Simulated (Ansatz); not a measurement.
# Ru: the cost of one run

Program: Ansatz 0.2.0. Level of theory: DFT PBEsol, scalar-relativistic, plane waves, PAW. These are calculated values, not measurements.

1 further run of the same task is left out (set aside as unsound or not needed).

## 1. The system as given

It takes space group Fm-3m (No. 225, cubic). Conventional cell: a = 4.030 Å, b = 4.030 Å, c = 4.030 Å, α = 90.00°, β = 90.00°, γ = 90.00°. Around Mo (site symmetry m-3m) lie 12 Mo at 2.85 Å.

Structure file:

```xyz
1
Lattice="0.0000 2.0150 2.0150 2.0150 0.0000 2.0150 2.0150 2.0150 0.0000" Properties=species:S:1:pos:R:3 pbc="T T T"
Mo    0.0000    0.0000    0.0000
```

The structure comes from the Crystallography Open Database.

## 2. One element swapped, cell strained: Mo → Ru, first probe

What differs from the listed cell: Ru takes all sites of Mo, and lengths are scaled by 0.969 as a first guess of the size; strain xx, yy, zz, yz, xz, xy = -2.1, -2.1, -2.1, +0.0, +0.0, +0.0 %.

Contents of input.yaml:

```yaml
crystal:
  lattice:
    - [0.0, 1.9109839729, 1.9109839729]
    - [1.9109839729, 0.0, 1.9109839729]
    - [1.9109839729, 1.9109839729, 0.0]
  atoms:
    - { symbol: Ru, position: [0.0, 0.0, 0.0] }
basis:
  ecutwfc: 420
kpoints:
  mp_grid: { grid: [8, 8, 8] }
hamiltonian:
  xc: pbesol
scf:
  occupations: { method: gaussian, width: 0.1 }
output:
  forces: true
  stress: true
  eigenvalues: true
```

The run is started by

```bash
$ ansatz run input.yaml --threads 1 --pin off --max-ram 1331MiB --backend cpu --events-out ev --progress --plain --runs-dir out
```

**Question.** How long does this run take on 1 thread of an x86-64 CPU, shared host, and how much memory does it need?

About 1 s, with a peak of 0.28 GiB.
